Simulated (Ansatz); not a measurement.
# Nudged elastic band run: Si₇O₁₆

Input:

```yaml
crystal:
  lattice:
    - [-4.179, -4.179, 0.0]
    - [4.179, -4.179, 0.0]
    - [0.0, 0.0, 5.3298]
  atoms:
    - { symbol: Si, position: [0.50068258, 0.49942335, 0.00128191] }
    - { symbol: O, position: [0.20712701, 0.49947369, -0.0169629] }
    - { symbol: O, position: [0.0008148, 0.18451735, 0.24951256] }
    - { symbol: O, position: [0.79425345, 0.49947134, -0.01719841] }
    - { symbol: O, position: [0.00082665, 0.81437873, 0.24950506] }
    - { symbol: Si, position: [0.50101671, 0.49942079, 0.497745] }
    - { symbol: Si, position: [0.00075413, 0.49946455, 0.7495401] }
    - { symbol: O, position: [0.20736532, 0.49947152, 0.51628914] }
    - { symbol: O, position: [0.00076927, 0.19315684, 0.74952135] }
    - { symbol: O, position: [0.79454694, 0.49947394, 0.51591355] }
    - { symbol: O, position: [0.00078952, 0.80575691, 0.74952273] }
    - { symbol: Si, position: [0.00084131, -0.00054076, -0.00065833] }
    - { symbol: Si, position: [0.50081262, -0.00057277, 0.24957973] }
    - { symbol: O, position: [0.6943965, -0.00055279, -0.00182804] }
    - { symbol: O, position: [0.50082524, 0.69528261, 0.24953028] }
    - { symbol: O, position: [0.30723861, -0.00056238, -0.00179807] }
    - { symbol: O, position: [0.50080007, 0.30358225, 0.24952854] }
    - { symbol: Si, position: [0.0007891, -0.00054855, 0.49969271] }
    - { symbol: Si, position: [0.50078753, -0.00053221, 0.74953934] }
    - { symbol: O, position: [0.69439907, -0.00054953, 0.50092064] }
    - { symbol: O, position: [0.50081614, 0.69849824, 0.74950509] }
    - { symbol: O, position: [0.30718498, -0.00057465, 0.50092721] }
    - { symbol: O, position: [0.50079738, 0.30036623, 0.7495053] }
basis:
  ecutwfc: 420.0
kpoints:
  mp_grid: { grid: [2, 2, 3] }
hamiltonian:
  xc: pbe
  dispersion: d3bj
  pseudopotentials: { kind: paw, azcp: { folder: soft_1 } }
scf:
  occupations: { method: gaussian, width: 0.02 }
  lower_state_search: "off"
neb:
  images: 5
  f_tol: 0.05
  initial_path: linear
  max_iterations: 80
  final_atoms:
    - { symbol: Si, position: [0.5, 0.5, -0.00178324] }
    - { symbol: O, position: [0.20649739, 0.5, 0.01637583] }
    - { symbol: O, position: [0.0, 0.19368842, 0.25] }
    - { symbol: O, position: [0.79350261, 0.5, 0.01637583] }
    - { symbol: O, position: [0.0, 0.80631158, 0.25] }
    - { symbol: Si, position: [0.5, 0.5, 0.50178324] }
    - { symbol: Si, position: [0.0, 0.5, 1.25] }
    - { symbol: O, position: [0.20649739, 0.5, 0.48362417] }
    - { symbol: O, position: [0.0, 0.18494185, 0.75] }
    - { symbol: O, position: [0.79350261, 0.5, 0.48362417] }
    - { symbol: O, position: [0.0, 0.81505815, 0.75] }
    - { symbol: Si, position: [0.0, 0.0, 0.00019846] }
    - { symbol: Si, position: [0.5, 0.0, 0.25] }
    - { symbol: O, position: [0.69360673, 0.0, 0.00138353] }
    - { symbol: O, position: [0.5, 0.69903008, 0.25] }
    - { symbol: O, position: [0.30639327, 0.0, 0.00138353] }
    - { symbol: O, position: [0.5, 0.30096992, 0.25] }
    - { symbol: Si, position: [0.0, 0.0, 0.49980154] }
    - { symbol: Si, position: [0.5, 0.0, 0.75] }
    - { symbol: O, position: [0.69360673, 0.0, 0.49861647] }
    - { symbol: O, position: [0.5, 0.69593258, 0.75] }
    - { symbol: O, position: [0.30639327, 0.0, 0.49861647] }
    - { symbol: O, position: [0.5, 0.30406742, 0.75] }
  order_check: true
```

Launched with:

```bash
$ ansatz run input.yaml --threads 2 --pin off --max-ram 5120MiB --backend cpu --events-out ev --progress --plain --runs-dir out
```

Output, in part (warnings, iteration lines):

```
NEB end point (image 0): max|allowed force component| = 6.821e-3 eV/Å (the criterion of neb.relax_end_points is 1.000e-2)
NEB end point (image 6): max|allowed force component| = 1.265e-2 eV/Å (the criterion of neb.relax_end_points is 1.000e-2)
NEB iter   1: max|band force component| = 2.797e1 eV/Å  barrier→ = 14.2368 eV  barrier← = 14.2368 eV  Δτ_max = 0.1269 Å  (85 SCF iters)
NEB iter   2: max|band force component| = 9.297e0 eV/Å  barrier→ = 7.7535 eV  barrier← = 7.7534 eV  Δτ_max = 0.0658 Å  (45 SCF iters)
NEB iter   3: max|band force component| = 2.466e0 eV/Å  barrier→ = 6.5329 eV  barrier← = 6.5328 eV  Δτ_max = 0.0272 Å  (47 SCF iters)
NEB iter   4: max|band force component| = 7.555e-1 eV/Å  barrier→ = 6.3654 eV  barrier← = 6.3653 eV  Δτ_max = 0.0144 Å  (46 SCF iters)
NEB iter   5: max|band force component| = 5.996e-1 eV/Å  barrier→ = 6.3503 eV  barrier← = 6.3502 eV  Δτ_max = 0.0096 Å  (48 SCF iters)
NEB iter   6: max|band force component| = 4.237e-1 eV/Å  barrier→ = 6.3483 eV  barrier← = 6.3482 eV  CI = image 3  Δτ_max = 0.0076 Å  (43 SCF iters)
NEB iter   7: max|band force component| = 1.823e-1 eV/Å  barrier→ = 6.3482 eV  barrier← = 6.3482 eV  CI = image 3  Δτ_max = 0.0052 Å  (34 SCF iters)
NEB iter   8: max|band force component| = 4.946e-2 eV/Å  barrier→ = 6.3482 eV  barrier← = 6.3482 eV  CI = image 3  CI's point: of higher order  Δτ_max = 0.1000 Å  (205 SCF iters)
[... lines left out ...]
```

The forces met the threshold. The band force fell under the threshold earlier too, but the program's further tests of the path sent the band on. The profile has 2 maxima (images 2, 4) with wells between them (image 3): this band takes more than one step, which may be the mechanism or a detour left from its start path. Neighbouring images differ by up to 2.3 eV, so the band resolves the path poorly. By the program's own check the climbing image is a first-order saddle point (lowest curvatures found: -12.94 and 0.95 eV/Å²). Limits of this set-up: coarse k mesh, no spin, though dangling bonds at a vacancy may carry it, a small cell, in which the defect meets its images.

Final band (atoms are numbered from 1 in the order of the input):

```
image  path coordinate (Å)  energy (eV)  Si7–O9 (Å)  Si7–O11 (Å)  O3–Si7 (Å)
    0                 0.00         0.00        1.81         1.81        3.25
    1                 0.55         1.41        2.04         1.68        3.07
    2                 1.09         3.68        2.45         1.60        2.95
    3                 1.64         3.18        2.88         1.66        2.89
    4                 2.19         3.71        2.95         2.05        2.52
    5                 2.77         1.58        3.06         2.71        2.07
    6                 3.36         0.00        3.25         3.25        1.81
```

Run time: 18 min on 2 threads of Arm Neoverse V2, with other jobs on the host, peak memory 1.2 GiB.
